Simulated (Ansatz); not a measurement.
# HfC: energy and stress against strain

This session takes HfC and sets out to see how energy and stress answer to the strain pattern (0, 0, 0, 0, 1, 0).

Computed with Ansatz 0.2.0 (DFT PBE, scalar-relativistic, plane waves, PAW, unless a step's input says otherwise).

## (1) The structure to begin with

The structure is cubic, space group Fm-3m (No. 225). Conventional cell: a = 4.650 Å, b = 4.650 Å, c = 4.650 Å, α = 90.00°, β = 90.00°, γ = 90.00°. Hf (site symmetry m-3m) has 6 C at 2.33 Å in its first shell of neighbours. C (site symmetry m-3m) has 6 Hf at 2.33 Å in its first shell of neighbours.

Structure file:

```
Hf C
1.0
     0.00000    2.32500    2.32500
     2.32500    0.00000    2.32500
     2.32500    2.32500    0.00000
Hf C
1 1
Direct
  0.50000 0.50000 0.50000
  0.00000 0.00000 0.00000
```

No relaxation comes first: the listed cell is the starting point.

## (2) The reference cell

The reference gives a free energy of -15974.1436 eV, pressure 0.21 GPa, largest force 0.000 eV/Å and gap on the mesh none (metal). It was computed beforehand with the settings of the runs below.

## (3) The scan: energy and stress against strain

The cell is strained by ε times the Voigt pattern (0, 0, 0, 0, 1, 0) (xx, yy, zz, yz, xz, xy; engineering shear), with fractional coordinates fixed (clamped ions). The stress on the pattern is the sum of the stress components weighted by it, tension positive.

## (4) Point ε = -0.1500

File input.yaml:

```yaml
crystal:
  lattice:
    - [-0.174375, 2.325, 2.325]
    - [2.150625, 0.0, 2.150625]
    - [2.325, 2.325, -0.174375]
  atoms:
    - { symbol: Hf, position: [0.5, 0.5, 0.5] }
    - { symbol: C, position: [0.0, 0.0, 0.0] }
basis:
  ecutwfc: 420
kpoints:
  mp_grid: { grid: [18, 18, 18] }
hamiltonian:
  xc: pbe
scf:
  occupations: { method: gaussian, width: 0.15 }
output:
  forces: true
  stress: true
  eigenvalues: true
```

Started as:

```sh
$ ansatz run input.yaml --threads 1 --pin off --max-ram 2560MiB --backend cpu --events-out ev --progress --plain --runs-dir out
```

## (5) Point ε = 0.1125

Edit input.yaml of step 4 so:

```diff
@@ -2,5 +2,5 @@
   lattice:
-    - [-0.174375, 2.325, 2.325]
-    - [2.150625, 0.0, 2.150625]
-    - [2.325, 2.325, -0.174375]
+    - [0.13078125, 2.325, 2.325]
+    - [2.45578125, 0.0, 2.45578125]
+    - [2.325, 2.325, 0.13078125]
   atoms:
```

## (6) At ε = -0.0750

Edit input.yaml of step 5 so:

```diff
@@ -2,5 +2,5 @@
   lattice:
-    - [0.13078125, 2.325, 2.325]
-    - [2.45578125, 0.0, 2.45578125]
-    - [2.325, 2.325, 0.13078125]
+    - [-0.0871875, 2.325, 2.325]
+    - [2.2378125, 0.0, 2.2378125]
+    - [2.325, 2.325, -0.0871875]
   atoms:
@@ -20 +20,5 @@
   eigenvalues: true
+  write_density: true
+  write_potential: true
+  elf: true
+  volumetric_format: npy
```

## (7) ε = 0.0375

Edit input.yaml of step 6 so:

```diff
@@ -2,5 +2,5 @@
   lattice:
-    - [-0.0871875, 2.325, 2.325]
-    - [2.2378125, 0.0, 2.2378125]
-    - [2.325, 2.325, -0.0871875]
+    - [0.04359375, 2.325, 2.325]
+    - [2.36859375, 0.0, 2.36859375]
+    - [2.325, 2.325, 0.04359375]
   atoms:
```

## (8) Point ε = 0.1312

File input.yaml:

```yaml
crystal:
  lattice:
    - [0.15252, 2.325, 2.325]
    - [2.47752, 0.0, 2.47752]
    - [2.325, 2.325, 0.15252]
  atoms:
    - { symbol: Hf, position: [0.5, 0.5, 0.5] }
    - { symbol: C, position: [0.0, 0.0, 0.0] }
basis:
  ecutwfc: 420
kpoints:
  mp_grid: { grid: [18, 18, 18] }
hamiltonian:
  xc: pbe
scf:
  occupations: { method: gaussian, width: 0.15 }
output:
  forces: true
  stress: true
  eigenvalues: true
```

## (9) At ε = 0.0937

Edit input.yaml of step 8 so:

```diff
@@ -2,5 +2,5 @@
   lattice:
-    - [0.15252, 2.325, 2.325]
-    - [2.47752, 0.0, 2.47752]
-    - [2.325, 2.325, 0.15252]
+    - [0.10892625, 2.325, 2.325]
+    - [2.43392625, 0.0, 2.43392625]
+    - [2.325, 2.325, 0.10892625]
   atoms:
@@ -20 +20,5 @@
   eigenvalues: true
+  write_density: true
+  write_potential: true
+  elf: true
+  volumetric_format: npy
```

## (10) At ε = 0.0562

File input.yaml:

```yaml
crystal:
  lattice:
    - [0.0653325, 2.325, 2.325]
    - [2.3903325, 0.0, 2.3903325]
    - [2.325, 2.325, 0.0653325]
  atoms:
    - { symbol: Hf, position: [0.5, 0.5, 0.5] }
    - { symbol: C, position: [0.0, 0.0, 0.0] }
basis:
  ecutwfc: 420
kpoints:
  mp_grid: { grid: [18, 18, 18] }
hamiltonian:
  xc: pbe
scf:
  occupations: { method: gaussian, width: 0.15 }
output:
  forces: true
  stress: true
  eigenvalues: true
```

## (11) Point ε = 0.0187

Edit input.yaml of step 10 so:

```diff
@@ -2,5 +2,5 @@
   lattice:
-    - [0.0653325, 2.325, 2.325]
-    - [2.3903325, 0.0, 2.3903325]
-    - [2.325, 2.325, 0.0653325]
+    - [0.02173875, 2.325, 2.325]
+    - [2.34673875, 0.0, 2.34673875]
+    - [2.325, 2.325, 0.02173875]
   atoms:
```

(Steps that only read results are left out.)

Before running it: what results should come out? Wanted: slope of the stress at ε = 0, from the points at -0.0750, 0 and 0.0187.

**Answer**, as computed:

```
                                                              quantity    value
slope of the stress at ε = 0, from the points at -0.0750, 0 and 0.0187  171 GPa
```

In words: From the stress slope, C55 is about 171 GPa with the ions clamped; letting the atoms relax could not make it stiffer. The step is wide, so higher orders mix in. The undisturbed cell stays the lowest of the sampled points. Spin-orbit coupling is left out for Hf.
